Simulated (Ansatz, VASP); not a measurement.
**One calculation of AgCl, two programs**

```
Ag Cl
1.0
     0.00000    2.80454    2.80454
     2.80454    0.00000    2.80454
     2.80454    2.80454    0.00000
Ag Cl
1 1
Direct
  0.00000 0.00000 0.00000
  0.50000 0.50000 0.50000
```

Alike in both runs: task single point; functional PBE; k mesh 8 × 8 × 8; occupations gaussian, width 0.02 eV; no spin polarisation.

```csv
,VASP,Ansatz
version,VASP 6.6.1,Ansatz 0.2.0
potentials or method,"VASP PAW PBE potentials, release 64 (Ag, Cl)","scalar-relativistic, plane waves, PAW"
plane-wave cutoff (eV),520,420
valence electrons in the cell,18,26
```

VASP gave:

| Item | Value |
| --- | --- |
| gap on the k mesh at the Fermi level (eV) | 0.92 |
| least direct gap on the mesh (eV) | 3.08 |
| pressure (GPa) | -0.1 |

Task: Which values does Ansatz return?

Result: gap on the k mesh at the Fermi level (eV): 0.92; least direct gap on the mesh (eV): 3.08; pressure (GPa): 0.1.

The two sets of potentials don't hold the same shells in valence.

A k mesh can miss the band edges.
